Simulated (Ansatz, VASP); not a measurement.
**P: VASP beside Ansatz**

```
P
1.0
     3.01397   -1.74083   -0.00171
     3.01397    1.74083   -0.00171
    -2.00748    0.00000    3.06843
P
2
Direct
  0.22944 0.22944 0.68827
  0.77056 0.77056 0.31173
```

Change from the starting cell: the structure that the rattled cell fell into.

Alike in both runs: functional PBE; k mesh 20 × 20 × 18; occupations gaussian, width 0.1 eV; no spin polarisation.

Ansatz relaxed the structure, and its values are those at the end. VASP's run is a single point on that final structure, the one shown.

|  | VASP | Ansatz |
| --- | --- | --- |
| version | VASP 6.6.1 | Ansatz 0.2.0 |
| potentials or method | VASP PAW PBE potentials, release 64 (P) | scalar-relativistic, plane waves, PAW |
| plane-wave cutoff (eV) | 520 | 420 |
| valence electrons in the cell | 10 | 10 |

```csv
,VASP,Ansatz,Ansatz less VASP
gap on the k mesh at the Fermi level (eV),none,none,-
pressure (GPa),-0.3,0.0,+0.27
rms of the force components (eV/Å),0.026,0.000,-0.0262
```

A gap of «none» marks a metal or a gap that the smearing closes.
